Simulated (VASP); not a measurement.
# GaN (P4/nmm) in VASP: further runs, part 2 of 2

VASP 6.6.1.

**4. Single point, PBE+D3(BJ)**

This run uses another cell than the first one, of 12.16 Å³/atom, 1.004 times its volume.

File INCAR:

```
SYSTEM = GaN
PREC = Accurate ; ENCUT = 520
EDIFF = 1E-7 ; ISMEAR = 0
SIGMA = 0.1 ; LREAL = .False.
LASPH = .True. ; NELM = 100
ALGO = Normal ; ISIF = 2
LWAVE = .False. ; LCHARG = .False.
GGA = PE ; IVDW = 12
NBANDS = 26
```

File KPOINTS:

```
regular mesh
0
Gamma
  4 4 4
  0 0 0
```

File POSCAR:

```
GaN
1.0
    3.7204035877      0.0000000000      0.0000000000
    0.0000000000      3.7204035877      0.0000000000
    0.0000000000      0.0000000000      3.5138129400
Ga N
2 2
Direct
    0.5000000000      0.5000000000      0.0000000000
    0.0000000000      0.0000000000      0.0000000000
    0.5000000000      0.0000000000      0.7941030763
    0.0000000000      0.5000000000      0.2058969237
```

Potentials or basis: VASP PAW PBE potentials, release 64 (Ga_d, N).

Command:

```
> cat potpaw_PBE.64/Ga_d/POTCAR potpaw_PBE.64/N/POTCAR > POTCAR
> mpirun -np 1 vasp_std > vasp.out
```

OUTCAR:

```text
SYSTEM = GaN
   PREC = Accurate
   ENCUT = 520
   EDIFF = 1E-7
   ISMEAR = 0
   LREAL = .False.
   LASPH = .True.
   NELM = 100
   ISIF = 2
   GGA = PE
   IVDW = 12
 IVDW          = 12

 ion  position               nearest neighbor table
   1  0.500  0.500  0.000-   3 2.00   4 2.00   3 2.00   4 2.00   2 2.63   2 2.63   2 2.63   2 2.63

   2  0.000  0.000  0.000-   3 2.00   4 2.00   4 2.00   3 2.00   1 2.63   1 2.63   1 2.63   1 2.63

   3  0.500  0.000  0.794-   1 2.00   2 2.00   1 2.00   2 2.00
   4  0.000  0.500  0.206-   1 2.00   2 2.00   2 2.00   1 2.00

  LATTYP: Found a simple tetragonal cell.
[... 721 lines left out ...]
  --------------------------------------------------------------------------------------
  -------------------------------------------------------------------------------------
  Total       0.15866     0.15866     0.02942     0.00000     0.00000    -0.00000
  in kB       5.22657     5.22657     0.96914     0.00000     0.00000    -0.00000
  external pressure =        3.81 kB  Pullay stress =        0.00 kB

 VOLUME and BASIS-vectors are now :
 -----------------------------------------------------------------------------
  energy-cutoff  :      520.00
  volume of cell :       48.64
      direct lattice vectors                 reciprocal lattice vectors
     3.720403588  0.000000000  0.000000000     0.268788043  0.000000000  0.000000000
     0.000000000  3.720403588  0.000000000     0.000000000  0.268788043  0.000000000
     0.000000000  0.000000000  3.513812940     0.000000000  0.000000000  0.284591131

 POSITION                                       TOTAL-FORCE (eV/Angst)
 -----------------------------------------------------------------------------------
      1.86020      1.86020      0.00000        -0.000000     -0.000000      0.000000
      0.00000      0.00000      0.00000         0.000000      0.000000      0.000000
      1.86020      0.00000      2.79033        -0.000000      0.000000     -0.032660
      0.00000      1.86020      0.72348         0.000000      0.000000      0.032660
 -----------------------------------------------------------------------------------
    total drift:                                0.000000      0.000000     -0.000000

  FREE ENERGIE OF THE ION-ELECTRON SYSTEM (eV)
  ---------------------------------------------------
  free  energy   TOTEN  =       -22.2532303823 eV

  energy  without entropy=      -22.2532289390  energy(sigma->0) =      -22.25322966
```

OSZICAR:

```text
N       E                     dE             d eps       ncg     rms          rms(c)
DAV:   1     0.269326119737E+03    0.26933E+03   -0.18020E+04  1058   0.248E+03
DAV:   2     0.997168191502E+01   -0.25935E+03   -0.24562E+03  1008   0.474E+02
DAV:   3    -0.242605316647E+02   -0.34232E+02   -0.33729E+02  1106   0.140E+02
DAV:   4    -0.255025051354E+02   -0.12420E+01   -0.12362E+01  1132   0.282E+01
DAV:   5    -0.255284769003E+02   -0.25972E-01   -0.25944E-01  1102   0.383E+00    0.110E+01
DAV:   6    -0.212908721694E+02    0.42376E+01   -0.12210E+01  1530   0.519E+01    0.325E+00
DAV:   7    -0.213416650202E+02   -0.50793E-01   -0.13642E+00   986   0.923E+00    0.258E+00
DAV:   8    -0.213207833010E+02    0.20882E-01   -0.24968E-01  1488   0.545E+00    0.118E+00
DAV:   9    -0.212986633820E+02    0.22120E-01   -0.72566E-02  1390   0.426E+00    0.338E-01
DAV:  10    -0.212997889102E+02   -0.11255E-02   -0.72929E-03  1076   0.695E-01    0.174E-01
DAV:  11    -0.212996634913E+02    0.12542E-03   -0.75748E-04  1356   0.558E-01    0.603E-02
DAV:  12    -0.212996642927E+02   -0.80135E-06   -0.95732E-05   982   0.752E-02    0.446E-02
DAV:  13    -0.212996635469E+02    0.74572E-06   -0.34758E-05  1082   0.410E-02    0.193E-02
DAV:  14    -0.212996635581E+02   -0.11172E-07   -0.30296E-06  1166   0.279E-02    0.590E-03
DAV:  15    -0.212996634821E+02    0.75989E-07   -0.45563E-07  1038   0.518E-03
   1 F= -.22253230E+02 E0= -.22253230E+02  d E =-.144333E-05
```

stdout:

```text
POSCAR found type information on POSCAR GaN
 POSCAR found :  2 types and       4 ions
 scaLAPACK will be used
 LDA part: xc-table for (Slater+PW92), standard interpolation
 POSCAR, INCAR and KPOINTS ok, starting setup
 FFT: planning ... GRIDC
 FFT: planning ... GRID_SOFT
 FFT: planning ... GRID
 WAVECAR not read
 entering main loop
```

Wall time 17 s (1 thread of Intel Xeon 6975P-C (Granite Rapids), shared host); peak memory 0.17 GiB.

What came out:

```yaml
Free_energy: -22.2532 eV
Pressure: 0.4 GPa
Largest_force: 0.033 eV/Å
Band_gap_on_the_k_mesh: 0.56 eV, indirect (least direct gap 0.68 eV)
Dispersion_energy_per_atom: -0.238 eV
```

Forces on the atoms (eV/Å):
```
Ga   0.000  0.000  0.000
Ga   0.000  0.000  0.000
N    0.000  0.000 -0.033
N    0.000  0.000  0.033
```

Caveat: the k mesh is coarse (spacing up to 0.45 Å⁻¹), so the values aren't converged.

**5. Relaxation of cell and atoms, PBE+D3(BJ)**

This run uses another cell than the first one, of 15.67 Å³/atom, 1.294 times its volume.

File INCAR:

```
PREC = Accurate
ENCUT = 600
EDIFF = 1E-7
ISMEAR = 0
SIGMA = 0.1
LREAL = False
LASPH = True
NELM = 60
ALGO = Normal
ISIF = 3
LWAVE = False
LCHARG = False
GGA = PE
IVDW = 12
IBRION = 2
NSW = 90
EDIFFG = -0.04
```

File KPOINTS:

```
Automatic mesh
0
Gamma
  4 4 4
```

File POSCAR:

```
GaN
1.0
    3.9077489900      0.0000000000      0.0000000000
    0.0000000000      3.9077489900      0.0000000000
    0.0000000000      0.0000000000      4.1052712100
Ga N
2 2
Direct
    0.5000000000      0.5000000000      0.0000000000
    0.0000000000      0.0000000000      0.0000000000
    0.5000000000      0.0000000000      0.8398070300
    0.0000000000      0.5000000000      0.1601929700
```

Command:

```
> cat potpaw_PBE.64/Ga_d/POTCAR potpaw_PBE.64/N/POTCAR > POTCAR
> mpirun -np 1 vasp_std > vasp.out
```

Run time: 2.9 min. Hardware: 1 thread of Intel Xeon 6975P-C (Granite Rapids), shared host; peak memory 0.22 GiB.

The run converged. Its results:

| Quantity | Value |
| --- | --- |
| Free energy | -22.2750 eV |
| Relaxed volume | 12.13 Å³/atom |
| Relaxed cell | a = 3.721 Å, b = 3.721 Å, c = 3.504 Å, α = 90.00°, β = 90.00°, γ = 90.00° |
| Space group after relaxing (to 0.05 Å) | P4/nmm (No. 129) |
| Energy gained by relaxing | 101.9 meV/atom |
| Ionic steps | 15 |
| Pressure after relaxing | 0.0 GPa |
| Band gap on the k mesh | 0.53 eV, indirect (least direct gap 0.62 eV) |
| Dispersion energy per atom | -0.239 eV |

The path:
| step | energy change (eV) | largest force (eV/Å) | pressure (GPa) | volume (Å³) |
| --- | --- | --- | --- | --- |
| 1 | 0.0000 | 0.5145 | -12.03 | 62.69 |
| 2 | 0.0653 | 1.4165 | 17.57 | 52.55 |
| 3 | -0.2635 | 0.2224 | -1.07 | 57.53 |
| 4 | -0.2636 | 0.2409 | -0.76 | 57.43 |
| 5 | -0.2781 | 0.2376 | -0.79 | 56.78 |
| 6 | -0.3199 | 0.2334 | -0.68 | 54.84 |
| 7 | -0.3829 | 0.2499 | 0.15 | 50.97 |
| 8 | -0.2367 | 0.4602 | 7.36 | 43.36 |
| 9 | -0.3826 | 0.3571 | 1.51 | 49.61 |
| 10 | -0.3899 | 0.0709 | -2.34 | 49.88 |
| 11 | -0.3917 | 0.1572 | -1.19 | 49.80 |
| 12 | -0.4026 | 0.0615 | -1.02 | 49.27 |
| 13 | -0.4069 | 0.0499 | -0.90 | 48.71 |
| 14 | -0.4048 | 0.1024 | 1.74 | 48.14 |
| 15 | -0.4077 | 0.0016 | 0.00 | 48.51 |

Final structure:
```xyz
4
Lattice="3.7210 0.0000 0.0000 0.0000 3.7210 0.0000 0.0000 0.0000 3.5037" Properties=species:S:1:pos:R:3 pbc="T T T"
Ga    1.8605    1.8605    0.0000
Ga    0.0000    0.0000    0.0000
N     1.8605    0.0000    2.7755
N     3.7210    1.8605    0.7282
```

Levels at points of the mesh, in eV from the valence-band top:
```
           k point  band 14  band 15  band 16  band 17  band 18  band 19  band 20  band 21  band 22
(0.00, 0.00, 0.00)    -5.13    -1.78    -1.06    -1.06    -0.09     0.53     1.13     4.38    10.13
(0.50, 0.00, 0.00)    -5.10    -3.09    -3.09    -0.65    -0.65     4.38     4.38     6.74     6.74
(0.50, 0.50, 0.00)    -7.73    -1.17    -1.17    -0.95    -0.95     5.09     5.09     7.84     7.84
(0.00, 0.00, 0.50)    -4.51    -3.31    -2.77    -1.43    -1.43     2.18     4.52     5.11     5.82
(0.50, 0.00, 0.50)    -6.05    -2.75    -2.75    -0.81    -0.81     2.66     2.66     8.26     8.26
(0.50, 0.50, 0.50)    -6.74    -3.03    -3.03    -2.80    -2.80     6.51     6.51     7.83     8.01
```

Caveat: the volume moved by over 15 % at a fixed basis, so the end points are rough.

**6. Summary**

| task | cell | k mesh | cutoff (eV) | smearing | mesh quality | gap on the mesh (eV) | pressure (GPa) | relaxed volume (Å³/atom) | largest force (eV/Å) |
| --- | --- | --- | --- | --- | --- | --- | --- | --- | --- |
| single point | P4/nmm, 12.11 Å³/atom | 10 × 10 × 10 | 520 | gaussian 0.02 eV | not flagged | 0.49 | 0.3 | - | 0.03 |
| relaxation of cell and atoms | relaxed | 10 × 10 × 10 | 600 | gaussian 0.02 eV | not flagged | 0.44 | -0.1 | 12.05 | 0.01 |
| single point | P4/nmm, 12.16 Å³/atom | 4 × 4 × 4 | 520 | gaussian 0.1 eV | coarse | 0.56 | 0.4 | - | 0.03 |
| relaxation of cell and atoms | relaxed | 4 × 4 × 4 | 600 | gaussian 0.1 eV | not flagged | 0.53 | 0.0 | 12.13 | - |

Alike in all rows: level PBE+D3(BJ); potentials or basis VASP PAW PBE potentials, release 64 (Ga_d, N); no spin polarisation.

Caveats: some runs use coarse meshes; the volume moved by over 15 % at a fixed basis, so the end points are rough (some runs).

Absolute energies hang on the potentials; compare differences alone.
